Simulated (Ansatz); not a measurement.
A plane-wave DFT run in Ansatz 0.2.0 (scalar-relativistic PAW potentials unless the input names others): input and command.

```yaml
crystal:
  lattice:
    - [-4.043499, 0.0, 0.0]
    - [0.0, 4.043499, 4.043499]
    - [0.0, 4.043499, -4.043499]
  atoms:
    - { symbol: K, position: [0.0012358915, 0.0149294317, -0.0057195102] }
    - { symbol: K, position: [0.01513234, 0.497844464, 0.5052972267] }
    - { symbol: Br, position: [0.483944739, 0.4932075625, -0.0008165507] }
    - { symbol: Br, position: [0.4996870295, -0.0059814582, 0.5012388341] }
basis:
  ecutwfc: 420
kpoints:
  mp_grid: { grid: [6, 4, 4] }
hamiltonian:
  xc: pbe
scf:
  occupations: { method: fixed }
  max_iter: 100
output:
  forces: true
  eigenvalues: true
  stress: true
```

```bash
ansatz run input.yaml --threads 2 --pin off --max-ram 5120MiB --backend cpu --events-out ev --progress --plain --runs-dir out
```

Abridged log:
```
Basis set: ecut = 420 eV, 2617 PW (Γ), exchange–correlation on 60×80×80 points (8 copies of the dense FFT grid, shifted against one another)
Bands: 20, of which v1, the nominal top of the filled ones, is band 16 counted from 1 (15 counted from 0)
Symmetry: 1 space group operations
k-points: 52 of 96 (time reversal used)
SCF iter   1: F=—  HF=-8648.706590 eV  |F-HF|=—  |Δ(HF+E_count)|=         —  Δρ=4.09e-4  dr2=3.73e-4  ethr=1.77e-3  ⟨swp⟩=5.3  Hψ=4549  notcnv=0  defer=96
SCF iter   2: F=—  HF=-8648.705656 eV  |F-HF|=—  |Δ(HF+E_count)|=   9.34e-4  Δρ=2.70e-4  dr2=1.86e-4  ethr=1.17e-6  ⟨swp⟩=3.1  Hψ=2871  notcnv=0  defer=104
SCF iter   3: F=—  HF=-8648.705796 eV  |F-HF|=—  |Δ(HF+E_count)|=   1.40e-4  Δρ=2.73e-4  dr2=1.53e-4  ethr=5.82e-7  ⟨swp⟩=2.0  Hψ=1872  notcnv=0  defer=104
SCF iter   4: F=—  HF=-8648.705749 eV  |F-HF|=—  |Δ(HF+E_count)|=   4.76e-5  Δρ=1.22e-4  dr2=2.86e-5  ethr=4.79e-7  ⟨swp⟩=2.0  Hψ=1308  notcnv=0  defer=78
SCF iter   5: F=—  HF=-8648.705727 eV  |F-HF|=—  |Δ(HF+E_count)|=   2.19e-5  Δρ=2.02e-5  dr2=6.86e-7  ethr=8.92e-8  ⟨swp⟩=2.0  Hψ=1559  notcnv=0  defer=37
SCF iter   6: F=-8648.705727 eV  HF=-8648.705727 eV  |F-HF|=3.36e-8  |Δ(HF+E_count)|=   1.64e-7  Δρ=5.16e-6  dr2=4.83e-8  ethr=3.13e-10  ⟨swp⟩=6.9  Hψ=6304  notcnv=0
SCF 1 converged in 6 iterations: F = -8648.705727 eV  dr2 = 4.83e-8
SCF converged after 6 iterations
Free energy (F): -8648.705727 eV
Harris-Foulkes:  -8648.705727 eV  (|F-HF|=3.36e-8)
Internal energy: -8648.705727 eV  (E = F + TS)
E sigma→0 (E₀):  -8648.705727 eV
Fermi energy:    2.285560 eV
--- Forces (eV/Å), atoms counted from 1 ---
  atom   1  K      0.02882235    -0.04694973    -0.11293423
  atom   2  K      0.04646393    -0.01160694     0.05351007
  atom   3  Br    -0.04511944     0.05704642     0.02836161
  atom   4  Br    -0.03017810     0.00151427     0.03106658
--- Stress (GPa, compression-positive) ---
        0.021678      -0.049160      -0.022344
       -0.049160       0.015790       0.017196
       -0.022344       0.017196       0.030081
  P = ⅓ Tr σ = 0.0225 GPa (0.225 kbar)
```

One setting here is unusual or wrong in general: fixed occupations typed without regard to the gap (scf.occupations: {"method": "gaussian", "width": 0.05} → {"method": "fixed"}). For this cell it did little harm to the result: the run converged in 6 SCF iterations (reference: 6) with an energy at zero smearing within 0.01 meV/atom of the reference's, pressure 0.02 GPa, largest force 0.126 eV/Å, gap on the mesh 3.87 eV. A reference run from the same start on usual settings converged with pressure 0.02 GPa, largest force 0.126 eV/Å, gap on the mesh 3.87 eV.

It took 4.8 s on 2 threads of Arm Neoverse V2, with other jobs on the host, peak memory 0.37 GiB.